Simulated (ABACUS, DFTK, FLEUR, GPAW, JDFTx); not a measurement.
## KTaO3: energy against volume and a worked fit

```cif
data_structure
_symmetry_space_group_name_H-M 'P 1'
_symmetry_Int_Tables_number 1
_cell_length_a 3.9883
_cell_length_b 3.9883
_cell_length_c 3.9883
_cell_angle_alpha 90.000
_cell_angle_beta 90.000
_cell_angle_gamma 90.000
_cell_volume 63.44
loop_
_atom_site_label
_atom_site_type_symbol
_atom_site_fract_x
_atom_site_fract_y
_atom_site_fract_z
_atom_site_occupancy
Ta1 Ta 0.00000 0.00000 0.00000 1
K1 K 0.50000 0.50000 0.50000 1
O1 O 0.00000 0.00000 0.50000 1
O2 O 0.00000 0.50000 0.00000 1
O3 O 0.50000 0.00000 0.00000 1
```

The cell was scaled at fixed shape and fractions and run with DFTK, PseudoDojo SR PBEsol 0.4.1 standard (PBEsol), cutoff 1143 eV; PBEsol, k mesh 7 × 7 × 7 on the cell of 5 atoms, fermi-dirac occupations of 0.05 eV, no spin polarisation, no spin-orbit coupling. Energies are those that the program minimises, any entropy of the smearing included.

```csv
V (Å³/atom),energy over the lowest row (meV/atom)
11.9267,23.33
12.1805,8.09
12.4342,0.58
12.6880,0.00
12.9418,5.62
13.1955,?
13.4493,32.93
```

Question: Fit the third-order Birch-Murnaghan form, give V0, B0 and B′, and predict the energy left open.

Answer: With y = (V0/V)^(2/3), E = E0 + (9 V0 B0/16) [(y - 1)³ B′ + (y - 1)² (6 - 4y)]. Least squares through the rows shown give V0 = 12.5826 Å³/atom, E0 = -0.55 meV, B0 = 203.0 GPa (1 eV/Å³ = 160.218 GPa) and B′ = 4.48, with a largest miss of 0.01 meV. At V = 13.1955 the form with these constants gives 16.79 meV; the run gave 16.78 meV an atom. Other set-ups at this level, from all their volumes (Å³/atom, GPa): ABACUS, PseudoDojo NC SR 0.4.1 PBEsol standard, plane waves: V0 12.582, B0 202.9; FLEUR, all-electron, FLAPW: V0 12.662, B0 200.9; GPAW, PAW data sets generated for this functional: V0 12.691, B0 201.7; JDFTx, PseudoDojo-SR-PBEsol-0.4.1-standard with smoothed tails: V0 12.583, B0 202.9. Measured volume: 12.69 Å³/atom (a printed reference work), so the fit lies -0.8 % from it. The runs are for a static lattice.
